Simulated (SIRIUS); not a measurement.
A run of SIRIUS 7.10.0:

sirius.json

```json
{
  "control": {
    "processing_unit": "cpu",
    "verbosity": 2,
    "num_bands_to_print": 22,
    "print_forces": true,
    "print_stress": true
  },
  "parameters": {
    "electronic_structure_method": "pseudopotential",
    "xc_functionals": ["XC_GGA_X_PBE", "XC_GGA_C_PBE"],
    "gk_cutoff": 8.9,
    "pw_cutoff": 17.8,
    "ngridk": [10, 10, 6],
    "shiftk": [0, 0, 0],
    "smearing": "fermi_dirac",
    "smearing_width": 0.0018374661,
    "num_bands": 22,
    "num_mag_dims": 0,
    "num_dft_iter": 100,
    "energy_tol": 1e-08,
    "density_tol": 1e-06
  },
  "iterative_solver": {
    "type": "davidson",
    "min_tolerance": 1e-09,
    "tolerance_scale": [0.1, 0.25]
  },
  "mixer": {
    "type": "anderson",
    "beta": 0.7,
    "max_history": 8
  },
  "settings": {
    "tol_ne": 1e-10,
    "pseudo_grid_cutoff": 6.5
  },
  "unit_cell": {
    "lattice_vectors": [
      [2.812012487198, -4.903252741312, 0.0],
      [2.812012487198, 4.903252741312, 0.0],
      [0.0, 0.0, 8.933861271034]
    ],
    "atom_coordinate_units": "lattice",
    "atom_types": ["Ge"],
    "atom_files": {
      "Ge": "Ge.json"
    },
    "atoms": {
      "Ge": [
        [0.33344663, 0.66655337, 0.25],
        [0.66655337, 0.33344663, 0.75]
      ]
    }
  }
}
```

Potentials or basis: PseudoDojo 0.4.1 PBE standard (scalar relativistic).

The run is started by

```bash
$ upf_to_json Ge.upf
$ OMP_NUM_THREADS=1 sirius.scf --input=sirius.json --output=out.json --task=0
```

Hardware: 1 thread of Arm Neoverse V1, with other jobs on the host.

Estimate the wall time of this run.

It took 2.7 min on 1 thread of Arm Neoverse V1, on a shared host, peak memory 0.74 GiB. Counts: scf iterations 10, k points 124, plane waves 2899, bands 22.
